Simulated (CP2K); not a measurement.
Set up this calculation in CP2K 2026.2, as the native input.

| Item | Value |
| --- | --- |
| Task | atomic charges |
| Functional | BLYP |
| Potentials or basis | POTENTIAL_UZH Ga GTH-PBE-q13, N GTH-PBE-q5; TZVP-MOLOPT-PBE-GTH basis |
| Density cutoff | 9184 eV |
| k mesh | 10 × 10 × 10 |
| Occupations | fermi-dirac, width 0.05 eV |
| Spin | no spin polarisation |
| SCF solver | diagonalisation with k points |
| Quickstep method | GPW |
| EPS_DEFAULT | 1.0E-10 |
| EPS_SCF | 1.0E-6 |
| MAX_SCF | 100 |
| SCF_GUESS | ATOMIC |
| k points reduced by the point group | yes |
| Mesh centred on Gamma | yes |
| CHOLESKY | OFF |
| EPS_EIGVAL | 1.0E-7 |
| MIXING METHOD | BROYDEN_MIXING |
| MIXING ALPHA | 0.4 |
| NBUFFER | 8 |
| NGRIDS | 5 |
| Basis sets | Ga TZVP-MOLOPT-PBE-GTH-q13, N TZVP-MOLOPT-PBE-GTH-q5 |
| Potentials | Ga GTH-PBE-q13 of POTENTIAL_UZH, N GTH-PBE-q5 of POTENTIAL_UZH |
| ADDED_MOS | [10] |
| Hirshfeld SHAPE_FUNCTION | GAUSSIAN |
| VORONOI_RADII | VDW |
| REL_CUTOFF (Ry) | 60 Ry |
| MIXING BETA (1/bohr) | 1.5 1/bohr |
| CUTOFF of the grids | 675 Ry |

GaN:

```
CELL_PARAMETERS angstrom
3.18693 0.00000 0.00000
1.59347 2.75996 0.00000
1.59347 0.91999 2.60212
ATOMIC_POSITIONS crystal
Ga 0.00000 0.00000 0.00000
N 0.25000 0.25000 0.25000
```

The cell is a database's computed one.

One way to write it, as run:

gan_charges.inp

```
&GLOBAL
  PROJECT gan_charges
  RUN_TYPE ENERGY_FORCE
  PRINT_LEVEL LOW
&END GLOBAL
&FORCE_EVAL
  METHOD QS
  STRESS_TENSOR ANALYTICAL
  &DFT
    BASIS_SET_FILE_NAME BASIS_MOLOPT_UZH
    POTENTIAL_FILE_NAME POTENTIAL_UZH
    &MGRID
      CUTOFF 675
      REL_CUTOFF 60
      NGRIDS 5
    &END MGRID
    &QS
      METHOD GPW
      EPS_DEFAULT 1.0E-10
    &END QS
    &KPOINTS
      SCHEME MONKHORST-PACK 10 10 10
      GAMMA_CENTERED T
      SYMMETRY T
      SYMMETRY_BACKEND SPGLIB
    &END KPOINTS
    &SCF
      SCF_GUESS ATOMIC
      EPS_SCF 1.0E-6
      MAX_SCF 100
      ADDED_MOS 10
      CHOLESKY OFF
      EPS_EIGVAL 1.0E-7
      &DIAGONALIZATION ON
        ALGORITHM STANDARD
      &END DIAGONALIZATION
      &MIXING ON
        METHOD BROYDEN_MIXING
        ALPHA 0.4
        BETA 1.5
        NBUFFER 8
      &END MIXING
      &SMEAR ON
        METHOD FERMI_DIRAC
        ELECTRONIC_TEMPERATURE 580.23
      &END SMEAR
    &END SCF
    &XC
      &XC_FUNCTIONAL BLYP
      &END XC_FUNCTIONAL
    &END XC
    &PRINT
      &KPOINTS ON
      &END KPOINTS
      &MULLIKEN ON
      &END MULLIKEN
      &MO ON
        ENERGIES T
        OCCUPATION_NUMBERS T
        &EACH
          QS_SCF 0
        &END EACH
        ADD_LAST NUMERIC
      &END MO
      &LOWDIN ON
      &END LOWDIN
      &HIRSHFELD ON
        SHAPE_FUNCTION GAUSSIAN
      &END HIRSHFELD
      &VORONOI ON
        VORONOI_RADII VDW
      &END VORONOI
    &END PRINT
  &END DFT
  &SUBSYS
    &CELL
      ABC 3.1869311219 3.1869311219 3.1869311220
      ALPHA_BETA_GAMMA 59.9999999991 59.9999999995 59.9999999994
      PERIODIC XYZ
    &END CELL
    &COORD
      SCALED
      Ga  0.0000000000 0.0000000000 0.0000000000
      N   0.2500000000 0.2500000000 0.2500000000
    &END COORD
    &KIND Ga
      BASIS_SET TZVP-MOLOPT-PBE-GTH-q13
      POTENTIAL GTH-PBE-q13
    &END KIND
    &KIND N
      BASIS_SET TZVP-MOLOPT-PBE-GTH-q5
      POTENTIAL GTH-PBE-q5
    &END KIND
    &PRINT
      &ATOMIC_COORDINATES ON
      &END ATOMIC_COORDINATES
      &CELL ON
      &END CELL
      &SYMMETRY ON
      &END SYMMETRY
    &END PRINT
  &END SUBSYS
  &PRINT
    &FORCES ON
    &END FORCES
    &STRESS_TENSOR ON
    &END STRESS_TENSOR
  &END PRINT
&END FORCE_EVAL
```

Potentials or basis: POTENTIAL_UZH Ga GTH-PBE-q13, N GTH-PBE-q5; TZVP-MOLOPT-PBE-GTH basis.

Run with:

```bash
$ OMP_NUM_THREADS=1 cp2k.psmp -i gan_charges.inp -o gan_charges.out
```

Results of the run:

| Quantity | Value |
| --- | --- |
| Pressure | 13.8 GPa |
| Band gap on the k mesh | 1.76 eV, direct |
| Mulliken charges | Ga +1.27; N -1.27 e |
| Hirshfeld charges | Ga -0.88; N +0.88 e |
| Voronoi charges | Ga -0.63; N +0.63 e |

Caveat: Hirshfeld charges from Gaussian shapes aren't those from atomic densities; Mulliken charges move with the basis; the potentials were made for another functional, which shifts forces and pressure; the basis of atomic orbitals isn't converged, which shifts pressures, moduli and gaps.

It took 89 s on 1 thread of Arm Neoverse V2, on a shared host, peak memory 0.37 GiB.
